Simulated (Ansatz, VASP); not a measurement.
TaSi2: VASP beside Ansatz

```
Ta Si
1.0
     4.40794    0.00000    0.00000
    -2.20397    3.81739    0.00000
     0.00000    0.00000    2.64875
Ta Si
1 2
Direct
  0.00000 0.00000 0.50000
  0.33333 0.66667 0.00000
  0.66667 0.33333 0.00000
```

Alike in both runs: functional PBE; k mesh 12 × 12 × 18; occupations gaussian, width 0.1 eV; no spin polarisation.

Ansatz relaxed the structure, and its values are those at the end. VASP's run is a single point on that final structure, the one shown.

|  | VASP | Ansatz |
| --- | --- | --- |
| version | VASP 6.6.1 | Ansatz 0.2.0 |
| potentials or method | VASP PAW PBE potentials, release 64 (Ta_pv, Si) | scalar-relativistic, plane waves, PAW |
| plane-wave cutoff (eV) | 520 | 420 |
| valence electrons in the cell | 19 | 21 |

```tsv
	VASP	Ansatz	Ansatz less VASP
gap on the k mesh at the Fermi level (eV)	none	none	-
pressure (GPa)	0.1	0.0	-0.08
```

A gap of «none» marks a metal or a gap that the smearing closes. The two sets of potentials don't hold the same shells in valence.

The runs have no spin-orbit coupling, so splittings on Ta are missing.
